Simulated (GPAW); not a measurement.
SiC:

```
Si C
1.0
     3.07569    0.00000    0.00000
    -1.53785    2.66363    0.00000
     0.00000    0.00000   10.07065
Si C
4 4
Direct
  0.00000 0.00000 0.18789
  0.00000 0.00000 0.68789
  0.33333 0.66667 0.43784
  0.66667 0.33333 0.93784
  0.00000 0.00000 0.00046
  0.00000 0.00000 0.50046
  0.33333 0.66667 0.24980
  0.66667 0.33333 0.74980
```

The cell is a database's computed one.

Base run:

| Quantity | Value |
| --- | --- |
| Program | GPAW 26.7.0 |
| Functional | LDA |
| Potentials or basis | the program's PAW data sets (release 1.2.1) made for this functional |
| Cutoff | 800 eV |
| Basis | pw |
| k mesh | 6 × 6 × 2 |
| Occupations | fermi-dirac, width 0.05 eV |
| Spin | no spin polarisation |

Its results: band gap on the k mesh 2.17 eV, indirect (least direct gap 3.30 eV).

Task: The run is repeated on the same cell with these changes: functional from LDA to GLLB-SC. What comes out?

Result: Band gap on the k mesh with the derivative discontinuity 3.66 eV.

Caveats: the GLLB-SC gap is the Kohn-Sham gap of the path plus the derivative discontinuity (some runs); a model potential gives levels but no total energy (some runs).

Not every run made on this cell is shown here.
